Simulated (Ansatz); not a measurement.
# Two Ansatz runs on Y

The cell is COD entry 1534898, as deposited and not checked against the literature; nothing was relaxed. The listed cell was then made from it by scaling, straining or moving an atom.

First run: DFT, PBE, all-electron LAPW, scalar-relativistic (Ansatz 0.2.0).

Command: `ansatz run input.yaml --threads 1 --pin off --max-ram 2048MiB --backend cpu --events-out ev --progress --plain --runs-dir out` The run took 12 s on 1 thread of Arm Neoverse V1, with other jobs on the host, peak memory 0.3 GiB.

```yaml
crystal:
  lattice:
    - [0.0, 2.497518971, 2.46015]
    - [2.497518971, 0.0, 2.46015]
    - [2.497518971, 2.497518971, 0.0]
  atoms:
    - { symbol: "Y", position: [0.0, 0.0, 0.0] }
kpoints:
  mp_grid: { grid: [13, 13, 13] }
scf:
  occupations: { method: fermi_dirac, width: 0.05 }
hamiltonian:
  xc: pbe
  pseudopotentials: { kind: all_electron, lapw: { basis_error: 0.001 } }
output:
  forces: true
  stress: true
  eigenvalues: true
```

Result: converged; pressure 2.40 GPa; 7 SCF iterations.

The input is then changed:

```diff
@@ -10,7 +10,9 @@
 scf:
   occupations: { method: fermi_dirac, width: 0.05 }
+  n_extra_bands: 16
 hamiltonian:
   xc: pbe
   pseudopotentials: { kind: all_electron, lapw: { basis_error: 0.001 } }
+  dispersion: d3bj
 output:
   forces: true
```

Problem. What does the second run give?

Solution. It converged; pressure 0.46 GPa; 7 SCF iterations.
